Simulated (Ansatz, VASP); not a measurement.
## TaN: VASP beside Ansatz

File INCAR:

```
  PREC = Accurate
  ENCUT = 520
  EDIFF = 1E-6
  ISMEAR = 0
  SIGMA = 0.15
  LREAL = False
  LASPH = True
  NELM = 80
  ALGO = Normal
  ISIF = 2
  LWAVE = False
  LCHARG = False
  GGA = CA
  NBANDS = 15
```

KPOINTS

```
regular mesh
0
Gamma
  18 18 18
```

The input POSCAR:

```
TaN
1.0
    0.0000000000      2.1557928146      2.1557928146
    2.1557928146      0.0000000000      2.1557928146
    2.1557928146      2.1557928146      0.0000000000
Ta N
1 1
Direct
    0.5000000000      0.5000000000      0.5000000000
    0.0000000000      0.0000000000      0.0000000000
```

Input for Ansatz:

```yaml
crystal:
  lattice:
    - [0.0, 2.1557928146, 2.1557928146]
    - [2.1557928146, 0.0, 2.1557928146]
    - [2.1557928146, 2.1557928146, 0.0]
  atoms:
    - { symbol: Ta, position: [0.5, 0.5, 0.5] }
    - { symbol: "N", position: [0.0, 0.0, 0.0] }
basis:
  ecutwfc: 520.0
kpoints:
  mp_grid: { grid: [18, 18, 18] }
hamiltonian:
  xc: lda
  pseudopotentials: { kind: paw, azcp: { folder: soft_1 } }
scf:
  occupations: { method: gaussian, width: 0.15 }
output:
  forces: true
  stress: true
  eigenvalues: true
```

Change from the starting cell: mode 4 frozen in at +0.000 Å, equal normal strain along x, y and z -0.0083.

Alike in both runs: task single point; functional LDA; k mesh 18 × 18 × 18; occupations gaussian, width 0.15 eV; no spin polarisation.

```csv
,VASP,Ansatz
version,VASP 6.6.1,Ansatz 0.2.0
potentials or method,"VASP PAW LDA potentials, release 64 (Ta_pv, N)","scalar-relativistic, plane waves, PAW"
plane-wave cutoff (eV),520,520
valence electrons in the cell,16,18
```

Ansatz gave:

- gap on the k mesh at the Fermi level (eV): none
- pressure (GPa): 9.9

Task: What did VASP give for the same quantities?

Result: gap on the k mesh at the Fermi level (eV): none; pressure (GPa): 12.4.

A gap of «none» marks a metal or a gap that the smearing closes. The two sets of potentials don't hold the same shells in valence. Ansatz warned: «pseudo_functional_mismatch».

The runs have no spin-orbit coupling, so splittings on Ta are missing.
